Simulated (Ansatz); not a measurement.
Runs of Ansatz 0.2.0 on CsSnI3. The structure is cubic, space group Pm-3m (No. 221). Conventional cell: a = 6.206 Å, b = 6.206 Å, c = 6.206 Å, α = 90.00°, β = 90.00°, γ = 90.00°. Cs (site symmetry m-3m) is surrounded by 12 I at 4.39 Å. Around I (site symmetry 4/mmm) lie 2 Sn at 3.10 Å. Sn (site symmetry m-3m) is surrounded by 6 I at 3.10 Å. 

| task | level | potentials or basis | cell | cutoff (eV) | points for each segment of the path | gap on the mesh (eV) | pressure (GPa) | relaxed volume (Å³/atom) |
| --- | --- | --- | --- | --- | --- | --- | --- | --- |
| band structure | RPBE | Ansatz PAW | as given | 420 | 14 | - | 1.6 | - |
| relaxation of cell and atoms | LDA | Ansatz PAW | relaxed | 420 | - | 1.67 | 0.0 | 43.66 |
| relaxation of cell and atoms | SVWN5 | Ansatz PAW | relaxed | 420 | - | 1.67 | 0.0 | (b) |
| relaxation of cell and atoms | r2SCAN | Ansatz PAW | relaxed | 500 | - | 1.87 | 0.0 | (a) |

Alike in all rows: no spin polarisation; k mesh 5 × 5 × 5; smearing fermi-dirac 0.05 eV.

Q: Estimate the missing entries.

A: (a) 47.80; (b) 43.63.

Caveats: spin-orbit coupling is left out, which moves the levels of the heavy elements; the PAW data sets come from PBE, with cores solved anew for the run's functional, which leaves a small shift of forces and pressure; odd divisions of the mesh miss points on the zone boundary, where band edges often lie, so the gap on the mesh can be too wide (some runs); the plane-wave basis is chosen anew once the cell has moved, so the energies of steps on either side of that aren't comparable (some runs); the cell was measured hot, at 500 K (some runs).

A k mesh can miss the band edges, and the runs leave out spin-orbit coupling on Cs, I, Sn.
